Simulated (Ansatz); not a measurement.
Hf:

```
CELL_PARAMETERS angstrom
-1.80500 1.80500 1.80500
1.80500 -1.80500 1.80500
1.80500 1.80500 -1.80500
ATOMIC_POSITIONS crystal
Hf 0.00000 0.00000 0.00000
```

This isn't the form of Hf at room conditions, which is hcp.

```yaml
Program: Ansatz 0.2.0
Task: relaxation of cell and atoms
Functional: r2SCAN
Potentials_or_basis: Ansatz PAW polarizable
Cutoff: "500 eV (not typed: the program's choice for these potentials)"
k_mesh: 10 × 10 × 10
Occupations: fermi-dirac, width 0.05 eV
Spin: no spin polarisation
```

At the start: volume 23.52 Å³/atom.

Where does the relaxation end?

It ends after 4 steps and the volume is 22.18 Å³/atom (-5.7 %); space group Im-3m (No. 229, to 0.05 Å).

The path:
```csv
step,energy change (eV),largest force (eV/Å),volume (Å³)
1,0.0000,0.0000,23.52
2,-0.0239,0.0000,22.27
3,-0.0240,0.0000,22.18
4,-0.0239,0.0000,22.18
```

Final structure:
```cif
data_structure
_symmetry_space_group_name_H-M 'P 1'
_symmetry_Int_Tables_number 1
_cell_length_a 3.0656
_cell_length_b 3.0656
_cell_length_c 3.0656
_cell_angle_alpha 109.471
_cell_angle_beta 109.471
_cell_angle_gamma 109.471
_cell_volume 22.18
loop_
_atom_site_label
_atom_site_type_symbol
_atom_site_fract_x
_atom_site_fract_y
_atom_site_fract_z
_atom_site_occupancy
Hf1 Hf 0.00000 0.00000 0.00000 1
```

Caveat: the plane-wave basis is chosen anew once the cell has moved, so the energies of steps on either side of that aren't comparable; the PAW data sets come from PBE, with cores solved anew for the run's functional, which leaves a small shift of forces and pressure.
